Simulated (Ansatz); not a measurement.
The system is NaCl.

```xyz
2
Lattice="3.5022 0.0000 0.0000 0.0000 3.5022 0.0000 0.0000 0.0000 3.5022" Properties=species:S:1:pos:R:3 pbc="T T T"
Cl    1.7511    1.7511    1.7511
Na    0.0000    0.0000    0.0000
```

Measurements of this composition are mostly on another form, of space group No. 225.

```yaml
Program: Ansatz 0.2.0
Task: relaxation of cell and atoms
Functional: BLYP
Potentials_or_basis: all-electron LAPW, scalar-relativistic
Basis_error_allowed: 0.001 eV/atom
k_mesh: 8 × 8 × 8
Occupations: fermi-dirac, width 0.05 eV
Spin: no spin polarisation
```

At the start: volume 21.48 Å³/atom.

**Question.** How do energy, volume and symmetry change on relaxing?

**Answer.** Over 4 steps the energy falls by 3.6 meV/atom and the volume is 22.46 Å³/atom (+4.6 %); space group Pm-3m (No. 221, to 0.05 Å).

Step by step:
| step | energy change (eV) | largest force (eV/Å) | volume (Å³) |
| --- | --- | --- | --- |
| 1 | 0.0000 | 0.0000 | 42.96 |
| 2 | -0.0060 | 0.0000 | 44.10 |
| 3 | -0.0073 | 0.0000 | 44.91 |
| 4 | -0.0073 | 0.0000 | 44.91 |

Final structure:
```xyz
2
Lattice="3.5546 0.0000 0.0000 0.0000 3.5546 0.0000 0.0000 0.0000 3.5546" Properties=species:S:1:pos:R:3 pbc="T T T"
Cl    1.7773    1.7773    1.7773
Na    0.0000    0.0000    0.0000
```
